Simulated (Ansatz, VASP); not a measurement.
**One calculation of LiF, two programs**

File INCAR:

```
SYSTEM = LiF
PREC = Accurate
ENCUT = 520
EDIFF = 1E-7
ISMEAR = -1
SIGMA = 0.03
LREAL = .False.
LASPH = .True.
NELM = 80
ALGO = Normal
ISIF = 2
LWAVE = .False.
LCHARG = .True.
GGA = PE
LELF = .True.
LVHAR = .True.
NBANDS = 12
```

The input KPOINTS:

```
Automatic mesh
0
Gamma
  10 10 10
  0 0 0
```

Contents of POSCAR:

```
LiF
1.0
    0.0000000000      1.9737200000      2.0140000000
    1.9737200000      0.0000000000      2.0140000000
    1.9737200000      1.9737200000      0.0000000000
Li F
1 1
Direct
    0.0000000000      0.0000000000      0.0000000000
    0.5000000000      0.5000000000      0.5000000000
```

Input for Ansatz:

```yaml
crystal:
  lattice:
    - [0.0, 1.97372, 2.014]
    - [1.97372, 0.0, 2.014]
    - [1.97372, 1.97372, 0.0]
  atoms:
    - { symbol: Li, position: [0.0, 0.0, 0.0] }
    - { symbol: F, position: [0.5, 0.5, 0.5] }
kpoints:
  mp_grid: { grid: [10, 10, 10] }
  band_path:
    path:
      - [0.0, 0.0, 0.0]
      - [0.0, 0.5, 0.5]
      - [0.25, 0.75, 0.5]
      - [0.0, 0.5, 0.0]
      - [0.0, 0.0, 0.0]
      - [0.5, 0.5, 0.0]
      - [0.37005, 0.62995, 0.0]
      - [-0.37005, 0.37005, 0.0]
      - [0.0, 0.0, 0.0]
    npoints: 5
scf:
  occupations: { method: fermi_dirac, width: 0.03 }
hamiltonian:
  xc: pbe
  pseudopotentials: { kind: all_electron, lapw: { basis_error: 0.001 } }
output:
  forces: true
  stress: true
  eigenvalues: true
```

Change from the starting cell: equal xx and yy strain of -2 %.

Alike in both runs: task single point; functional PBE; k mesh 10 × 10 × 10; occupations fermi-dirac, width 0.03 eV; no spin polarisation.

|  | VASP | Ansatz |
| --- | --- | --- |
| version | VASP 6.6.1 | Ansatz 0.2.0 |
| potentials or method | VASP PAW PBE potentials, release 64 (Li_sv, F) | all-electron LAPW, scalar-relativistic |
| plane-wave cutoff (eV) | 520 | see its input |

```csv
,VASP,Ansatz,Ansatz less VASP
gap on the k mesh at the Fermi level (eV),9.43,9.40,-0.025
```

Ansatz ran all-electron here, so the differences hold the error of VASP's frozen core and of both bases.

 A k mesh can miss the band edges.
